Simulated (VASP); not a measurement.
Runs of VASP 6.6.1 on Tm. It takes space group Im-3m (No. 229, cubic). The conventional cell has a = 3.941 Å, b = 3.941 Å, c = 3.941 Å, α = 90.00°, β = 90.00°, γ = 90.00°. Around Tm (site symmetry m-3m) lie 8 Tm at 3.41 Å. This isn't the form of Tm at room conditions, which is hcp.

| task | level | potentials or basis | spin | cell | k mesh | cutoff (eV) | smearing | gap on the mesh (eV) | pressure (GPa) | moment (μB) |
| --- | --- | --- | --- | --- | --- | --- | --- | --- | --- | --- |
| single point | PBEsol | VASP PAW PBE potentials, release 64 (Tm_3), 4f in core | collinear, ferromagnetic start | as given | 10 × 10 × 10 | 600 | gaussian 0.02 eV | none | (c) | 0.40 |
| single point | RPBE | VASP PAW PBE potentials, release 64 (Tm_3), 4f in core | collinear, ferromagnetic start | as given | 10 × 10 × 10 | 600 | gaussian 0.1 eV | none | (a) | 0.35 |
| single point | PBE | VASP PAW PBE potentials, release 64 (Tm_3), 4f in core | collinear, ferromagnetic start | as given | 10 × 10 × 10 | 520 | gaussian 0.02 eV | none | 0.0 | 0.40 |
| single point | PBE | VASP PAW PBE potentials, release 64 (Tm) | collinear, ferromagnetic start | as given | 10 × 10 × 10 | 520 | fermi-dirac 0.05 eV | none | (b) | 1.14 |
| optical spectrum | PBEsol+rVV10 | VASP PAW PBE potentials, release 64 (Tm) | non-collinear, zero start | volume scaled by 1.04 | 7 × 7 × 7 | 520 | gaussian 0.01 eV | none | -1.2 | 0.00 |

Question: Estimate the missing entries.

Answer: (a) 2.1; (b) 2.8; (c) -2.4.

Caveats: the magnetic or orbital state may not be the lowest; spin-orbit coupling is left out, which moves the levels of the heavy elements; the PAW data sets were made with another functional, which shifts forces and pressure a little (some runs); the 4f electrons are frozen in the core as for a trivalent ion, so they carry no moment and show no levels (some runs); spectra need much finer meshes, so this one isn't converged (some runs); independent-particle spectra lack excitons (some runs); the intraband (Drude) part of a metal's response may be missing (some runs).

A k mesh can miss the band edges, and the runs leave out spin-orbit coupling on Tm.

A gap of «none» marks a metal or a gap under the smearing width.

The runs don't all hold the same shells in valence.
